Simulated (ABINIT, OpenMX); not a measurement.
## Zr: programs and potentials compared

```
Zr
1.0
     3.23200    0.00000    0.00000
    -1.61600    2.79899    0.00000
     0.00000    0.00000    5.14700
Zr
2
Direct
  0.66667 0.33333 0.75000
  0.33333 0.66667 0.25000
```

Alike in all runs: task band structure; functional PBE; k mesh 9 × 9 × 5; occupations fermi-dirac, width 0.05 eV; no spin polarisation; no spin-orbit coupling. Pressure is positive in compression and, in plane waves, holds the error of the finite cutoff.

```tsv
program and potentials	plane-wave cutoff (eV)	notes	pressure (GPa)
OpenMX, OpenMX 2013 PBE set, Zr7.0-s3p2d1, grid cutoff 400 Ry	-	atomic basis	2.23
ABINIT, Ansatz NC PBE	898	-	0.49
ABINIT, SPMS NC PBE v1.0	490	-	0.60
ABINIT, JTH PAW PBE v2.0	463	-	0.41
OpenMX, OpenMX 2013 PBE set, Zr7.0-s3p2d2, grid cutoff 400 Ry	-	atomic basis	1.39
ABINIT, PseudoDojo NC SR PBE v0.5 stringent	898	-	0.55
OpenMX, OpenMX 2013 PBE set, Zr7.0-s3p2d2f1, grid cutoff 400 Ry	-	atomic basis	0.71
ABINIT, SG15 NC PBE v1.2	707	-	0.42
```

The pressure spans 0.41 (ABINIT, JTH PAW PBE v2.0) to 2.23 GPa (OpenMX, OpenMX 2013 PBE set, Zr7.0-s3p2d1, grid cutoff 400 Ry). The pressure on the cell as given of OpenMX, OpenMX 2013 PBE set, Zr7.0-s3p2d1, grid cutoff 400 Ry lies far from the others; the cause wasn't traced. Rows in atomic bases carry the error of their basis and grid, which can be large.

The functional is the same throughout but for its coding, so the spread measures potentials, basis and numerics; runs on potential files found faulty are left out.
